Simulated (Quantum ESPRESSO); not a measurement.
Wanted: the native input for a Quantum ESPRESSO 7.5 run.

```
Task                : relaxation of the atoms
Functional          : PBE
Potentials or basis : JTH 2.0 LDA
Cutoff              : 490 eV
Density cutoff      : 2939 eV
k mesh              : 7 × 6 × 5, shifted
Occupations         : fermi-dirac, width 0.2 eV
Spin                : no spin polarisation
Mixing beta         : 0.5
Most SCF iterations : 120
SCF threshold       : 4e-10 Ry
Most ionic steps    : 40
Forc conv thr       : 0.0004 Ry/bohr
Etot conv thr       : 1e-05 Ry
Ion dynamics        : bfgs
Nosym               : yes
```

Hg:

```
CELL_PARAMETERS angstrom
-2.89819 2.88731 1.56090
2.92740 -2.89909 1.63726
2.89708 2.89797 -1.58284
ATOMIC_POSITIONS crystal
Hg 0.69589 0.20462 0.48743
Hg 0.05411 0.04538 0.01257
```

The input as run:

pw.in

```
&CONTROL
  calculation = 'relax'
  prefix = 'pwscf'
  outdir = './tmp'
  pseudo_dir = './pseudo'
  tprnfor = .true.
  disk_io = 'low'
  nstep = 40
  forc_conv_thr = 0.0004
  etot_conv_thr = 1d-05
/
&SYSTEM
  ibrav = 0
  nat = 2
  ntyp = 1
  ecutwfc = 36
  ecutrho = 216
  nbnd = 19
  input_dft = 'pbe'
  occupations = 'smearing'
  smearing = 'fd'
  degauss = 0.01469973
  nosym = .true.
/
&ELECTRONS
  conv_thr = 4d-10
  electron_maxstep = 120
  mixing_beta = 0.5
/
&IONS
  ion_dynamics = 'bfgs'
/
ATOMIC_SPECIES
Hg   200.5920 Hg.LDA_PW-JTH.UPF
CELL_PARAMETERS angstrom
  -2.8981920300    2.8873127000    1.5609024600
   2.9274040800   -2.8990868300    1.6372620300
   2.8970761100    2.8979709100   -1.5828383400
ATOMIC_POSITIONS angstrom
Hg    -0.0056952240    2.8285953990    0.6497119969
Hg     0.0124402765    0.0611028735    0.1388611856
K_POINTS automatic
7 6 5 1 1 1
```

Potentials or basis: JTH 2.0 LDA.

Run with:

```sh
$ OMP_NUM_THREADS=1 pw.x -in pw.in > pw.out
```

It gave:

- Energy gained by relaxing: 16.7 meV/atom
- Ionic steps: 10
- Largest force after relaxing: 0.012 eV/Å
- Band gap on the k mesh: none (metal or under the smearing width)

Caveat: the k mesh is coarse (spacing up to 0.37 Å⁻¹), so the values aren't converged; the potentials were made for another functional, which shifts forces and pressure.

It took 5.8 min on 1 thread of Intel(R) Xeon(R) Platinum 8488C (Sapphire Rapids), with other jobs on the host, peak memory 0.13 GiB.
